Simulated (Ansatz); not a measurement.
AlN:

```
Al N
1.0
     3.11300    0.00000    0.00000
    -1.55650    2.69594    0.00000
     0.00000    0.00000    4.98100
Al N
2 2
Direct
  0.66667 0.33333 0.50000
  0.33333 0.66667 0.00000
  0.66667 0.33333 0.88000
  0.33333 0.66667 0.38000
```

Base run:

| Property | Result |
| --- | --- |
| Program | Ansatz 0.2.0 |
| Functional | LDA |
| Potentials or basis | Ansatz PAW |
| Cutoff | 420 eV (not typed: the program's choice for these potentials) |
| k mesh | 10 × 10 × 6 |
| Occupations | fixed |
| Spin | no spin polarisation |

Its results: band gap on the k mesh 4.24 eV, direct.

Problem. The run is repeated on the same cell with these changes: functional from LDA to BLYP; occupations from fixed to fermi-dirac, width 0.05 eV. What comes out?

Solution. Band gap on the k mesh 4.51 eV, direct.
